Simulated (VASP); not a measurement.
# C: self-consistent run

C, Cmme (no. 67), 4 atoms in the cell. BLYP; PAW potentials C (PBE set).

## Input

INCAR:
```
AGGAC = 1.0 ; AGGAX = 1.0
ALDAC = 0.0 ; ALDAX = 1.0
ALGO = Normal ; EDIFF = 1E-7
ENCUT = 520 ; GGA = B5
GGA_COMPAT = False ; ISIF = 2
ISMEAR = 0 ; LASPH = True
LCHARG = False ; LREAL = False
LWAVE = False ; NELM = 100
PREC = Accurate ; SIGMA = 0.02
```

KPOINTS:
```
k-points
0
Gamma
  10 10 3
```

POSCAR:
```
C
1.0
    1.2280479700     -2.1270618200      0.0000000000
    1.2280479700      2.1270618200      0.0000000000
    0.0000000000      0.0000000000      7.1732677600
C
4
Direct
    0.9166205400      0.0833794600      0.7531376000
    0.4166205400      0.5833794600      0.2468624000
    0.0833794600      0.9166205400      0.2468624000
    0.5833794600      0.4166205400      0.7531376000
```

Commands:
```
cat potpaw_PBE.64/C/POTCAR > POTCAR
mpirun -np 1 vasp_std > vasp.out
```

## Result

- Pressure (GPa): 6.49
- Gap on the mesh (eV): 1.245
- Fermi level (eV): 4.063

Levels at the zone centre (eV from the valence top there):

| 1 | 2 | 3 |
|---|---|---|
| -0.017 | 0.000 | 6.861 |

The largest force is 0.023 eV/A.

VASP 6.6.1 took 16 s on 1 core (AMD EPYC 9R45 (Zen 5)), a shared host.
